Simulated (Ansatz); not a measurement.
Density of states of a TiCrWC3 cell (elements on a rock salt lattice, relaxed), per eV and atom, broadened by Gaussian smearing of width 0.1 eV and averaged over bins of 0.2 eV, from 8 eV under the Fermi level at most up to where the solved bands end.

Method: DFT PBE, scalar-relativistic, plane waves, PAW (Ansatz 0.2.0).

Plane waves to 420 eV, a k mesh through Γ of 4×5×5 on the computed 24-atom cell and Gaussian smearing (0.10 eV); collinear spin from starting moments 0 0 0 0 0 0 0 0 0 0 0 0 0 0 0 0 -1.6 1.79 1.59 1.69 0 0 0 0 μB.

```
CELL_PARAMETERS angstrom
-4.29566 -4.28157 0.00317
0.00571 4.27269 4.28499
-4.28173 4.27081 -4.28882
ATOMIC_POSITIONS crystal
C 0.16627 0.33085 0.83371
C 0.66627 0.33183 0.83203
C 0.49496 0.49835 0.49552
C 0.00464 0.49862 0.49810
C 0.33091 0.66117 0.16926
C 0.83478 0.66735 0.16603
C 0.16374 0.83390 0.83469
C 0.66907 0.83362 0.83423
C 0.49828 0.99981 0.49968
C 0.00110 0.00345 0.49610
C 0.33205 0.16748 0.16867
C 0.83306 0.16661 0.17163
Ti 0.83440 0.16763 0.66325
Ti 0.49929 0.49816 0.00241
Ti 0.66218 0.83001 0.33554
Ti 0.16583 0.83140 0.33308
Cr 0.99938 0.00918 0.01355
Cr 0.66612 0.33204 0.32407
Cr 0.16274 0.32960 0.32879
Cr 0.33382 0.66202 0.67186
W 0.49562 0.99532 0.99326
W 0.33704 0.17972 0.65670
W 0.99911 0.48936 0.00524
W 0.83616 0.66557 0.66852
```

```csv
E − E_F (eV),total,C 2p,Cr 3d,W 5d,Ti 3d
-7.95,0.035,0.017,0.002,0.007,0.003
-7.75,0.080,0.039,0.006,0.017,0.007
-7.55,0.134,0.062,0.009,0.031,0.009
-7.35,0.162,0.076,0.010,0.040,0.011
-7.15,0.233,0.110,0.014,0.061,0.014
-6.95,0.232,0.110,0.016,0.058,0.015
-6.75,0.274,0.133,0.020,0.067,0.018
-6.55,0.321,0.157,0.026,0.078,0.020
-6.35,0.429,0.211,0.034,0.106,0.026
-6.15,0.464,0.236,0.034,0.113,0.027
-5.95,0.496,0.257,0.036,0.122,0.028
-5.75,0.423,0.224,0.029,0.103,0.023
-5.55,0.499,0.260,0.036,0.133,0.027
-5.35,0.676,0.344,0.047,0.208,0.032
-5.15,0.774,0.401,0.060,0.220,0.043
-4.95,0.807,0.422,0.078,0.205,0.052
-4.75,0.710,0.361,0.094,0.157,0.058
-4.55,0.753,0.367,0.137,0.133,0.078
-4.35,0.791,0.363,0.172,0.129,0.094
-4.15,0.848,0.375,0.210,0.125,0.110
-3.95,0.952,0.418,0.241,0.121,0.144
-3.75,0.910,0.405,0.214,0.102,0.161
-3.55,0.831,0.373,0.180,0.091,0.164
-3.35,0.679,0.308,0.146,0.072,0.135
-3.15,0.555,0.257,0.117,0.059,0.106
-2.95,0.411,0.197,0.086,0.041,0.075
-2.75,0.307,0.144,0.065,0.032,0.057
-2.55,0.319,0.151,0.071,0.036,0.054
-2.35,0.302,0.147,0.067,0.033,0.048
-2.15,0.218,0.103,0.049,0.027,0.033
-1.95,0.185,0.085,0.046,0.025,0.026
-1.75,0.209,0.097,0.052,0.026,0.028
-1.55,0.255,0.103,0.076,0.036,0.032
-1.35,0.309,0.099,0.114,0.049,0.037
-1.15,0.370,0.106,0.149,0.060,0.044
-0.95,0.433,0.103,0.202,0.067,0.048
-0.75,0.442,0.106,0.208,0.066,0.047
-0.55,0.456,0.111,0.215,0.065,0.051
-0.35,0.484,0.097,0.247,0.072,0.052
-0.15,0.442,0.090,0.193,0.087,0.057
0.05,0.418,0.080,0.169,0.090,0.065
0.25,0.494,0.088,0.198,0.109,0.081
0.45,0.593,0.095,0.239,0.144,0.092
0.65,0.675,0.102,0.260,0.163,0.121
0.85,0.687,0.098,0.265,0.157,0.138
```

The columns after the total are the largest Löwdin projections on the valence shells of the potentials, so they needn't add up, and the weight of a shell that a potential lacks goes to other orbitals. The cell has no gap on the mesh.

The k mesh is coarse. Spin-orbit coupling is left out, which matters for the bands of heavy elements.

Cost: 2 runs of about 60 core-minutes in all (earlier runs that led there not counted), on Intel Xeon Platinum 8259CL (Skylake/Cascade Lake) (shared hosts).